**Question**

I'm comparing five computed cells of hexagonal silver, each with two atoms.

Hexagonal silver (P6₃/mmc, two atoms per cell), computed with Ansatz 0.2.0: PBE, plane waves with generated PAW datasets, scalar-relativistic, 420 eV cutoff, no spin polarization, unshifted k-meshes. All rows are single points on unrelaxed cells; pressure is positive in compression.

| cell | volume (Å³/atom) | shortest distance at Ag (Å) | pressure (GPa) | band gap on the mesh (0: none) (eV) | Bader charge of Ag (e) | k-mesh | largest force (eV/Å) | formation energy (eV/atom) |
| --- | --- | --- | --- | --- | --- | --- | --- | --- |
| 1 | 18.36 | 2.822 | 0.3 | 0.00 | 0.00 | 10x10x5 | 0.00 | 0.085 |
| 2 | 18.98 | 2.953 | -4.2 | 0.00 | 0.00 | 10x10x6 | 0.00 | 0.025 |
| 3 | 19.13 | 2.978 | -5.1 | 0.00 | 0.00 | 13x13x7 | 0.00 | 0.027 |
| 4 | 21.38 | 3.103 | -9.6 | 0.00 | 0.00 | 12x12x7 | 0.00 | 0.133 |
| 5 | 64.02 | 3.843 | -3.3 | 0.00 | 0.00 | 10x10x4 | 0.00 | 1.630 |

1. The forces and charges are zero. Are these cells relaxed?
2. Is row 2 really better than row 3?
3. Why does row 4 lie higher than both?
4. Row 1 has almost no pressure. Why isn't it the lowest?
5. Row 5 has by far the largest volume. Why is it under less tension than row 4?
6. What would a denser mesh, free cell edges or spin change?

**Answer**

Three sizes of energy are worth remembering here. A few meV per atom disappear in the error of the k-mesh, about 0.1 eV is the cost of stretching the volume of row 2, which is already under tension, by another eighth, and more than 1 eV means that much of the bonding is gone. Pressure is a different kind of quantity: it tells how steeply the energy changes with volume, not how high it is.

**1. Zero force isn't rest.** Each atom sits on a threefold axis, which allows a force only along that axis, and on a mirror plane across it, which forbids that one too. The two atoms are equivalent and the cell is neutral, so neither can be charged. If one of them were replaced by another element in the same place, the charges could differ from zero, but the forces would still vanish. Only the stress on the cell edges can show here whether a cell is at rest.

**2. Rows 2 and 3 are a tie.** Their formation energies differ by 2 meV per atom, while the mesh alone can shift a metal's energy by 1 to 35 meV. The third decimal of the formation energy therefore can't rank them.

**3. Row 4 is stretched in every direction.** Its volume is 13 % larger than that of row 2, and its shortest contacts are 0.15 Å longer. Silver is held together largely by 5s electrons shared among the atoms, and stretching takes them, on average, farther from the ion cores that attract them. Midway between neighbours the total electron density, to which the 4d shells also add, is about a quarter lower. The energy is 108 meV per atom higher.

**4. Row 1 has two strains that cancel in the pressure.** Its layers are squeezed in their own plane (+4.8 GPa) and pulled apart along the axis (−8.5 GPa). The pressure is the average over three directions, two of them in the plane, so only a few tenths of a GPa remain. The energy has no such cancellation, because a wrong shape costs energy whichever way it is wrong.

The cost can be estimated from the stresses. For a small deformation, the energy change is minus the volume times the sum of stress times strain over the three directions, with compression counted as positive. For a larger step, take the mean volume and the mean of the stresses at both ends.

From row 2 to row 1 the in-plane stress turns from tension into compression and averages to nearly zero, so only the axis counts. The axis length is c/a (cell height over edge) times the contact in the layer: 1.565 × 3.037 = 4.753 Å in row 2 and 1.886 × 2.822 = 5.322 Å in row 1.

- strain along the axis: ln(5.322/4.753) = 0.113
- mean stress along the axis: −5.645 GPa
- mean volume: (18.36 + 18.98)/2 = 18.67 Å³ per atom
- energy: 18.67 × 5.645 × 0.113 / 160.2 = 0.074 eV per atom (160.2 GPa is 1 eV/Å³)

The computed difference is 60 meV. For row 4 the same recipe gives 100 meV against 108. This agreement shows that the stresses and energies of these runs fit together; it is no test against real silver.

**5. The layers of row 5 have almost let go of each other.** Consider two limits. At rest there is no tension because the energy is at its minimum; between atoms far apart there is none because nothing binds them any more. Tension must therefore rise and fall again on the way, while the energy keeps climbing.

Between its layers, row 5 is well along that way. Neighbours across the gap are 5.5 Å from each other, and the pull along the axis has dropped to 0.35 GPa. In the plane the stress is half that of row 4, but for another reason: stress is force per area, and each layer now has twice the height to itself. The pull on a single layer is about as strong as in row 4. A low pressure doesn't mean a low energy, though: row 5 lies 1.6 eV per atom above row 2. The recipe from question 4 gives only 55 % of that, since averaging the two end stresses misses the stronger pull in between.

**6. The settings matter in different places.** A denser mesh could swap rows 2 and 3, but it wouldn't bring row 4 or row 5 down to them. With free edges, row 1 would start to widen in the plane and shorten along the axis, while the other four would start to shrink in both directions. Where the edges end up can't be read from the stresses alone, because shrinking the plane pushes outwards along the axis. Spin should hardly matter in the compact cells, where the 5s electrons form a broad band. In row 5 it might lower the energy, which is untested.

So before calling a non-cubic cell relaxed, look at the stress in each direction, not just at the pressure. The output below lists the stresses and the estimate for each row.

Printed output of the fit:

```
Shape and stress of each cell:
  row    c/a  contact in the layer (A)  contact between layers (A)  stress in the layer (GPa)  stress along the axis (GPa)
    1  1.886                     2.822                        3.12                        4.8                        -8.54
    2  1.565                     3.037                       2.953                      -4.85                        -2.75
    3  1.593                     3.027                       2.978                      -6.02                        -3.19
    4  1.614                     3.127                       3.103                      -9.45                        -9.86
    5  2.606                     3.842                       5.476                      -4.72                        -0.35
Energy above row 2 and work estimated from the stresses:
  row  energy above row 2 (meV/atom)  estimated work (meV/atom)  estimate less energy (meV/atom)  volume against row 2 (%)
    1                             60                      73.95                            13.95                    -3.267
    2                              0                          0                                0                         0
    3                              2                     0.9004                             -1.1                    0.7903
    4                            108                      100.3                           -7.737                     12.64
    5                           1605                        882                             -723                     237.3
Ideal c/a of close-packed spheres: 1.633
Mean in-layer stress of rows 1 and 2 (GPa): -0.025
Mean axial stress of rows 1 and 2 (GPa): -5.645
Row 1, contact between layers less contact in the layer (A): 0.2982
Row 5, contact between layers less contact in the layer (A): 1.634
Row 4 less row 2, shortest distance (A): 0.15
Midbond density of row 4 below that of row 2 (%): 23.68
Volume of row 5 over volume of row 2: 3.373
Pressure of row 5 over pressure of row 4: 0.3438
Row 5, estimated work over energy above row 2: 0.5495
```
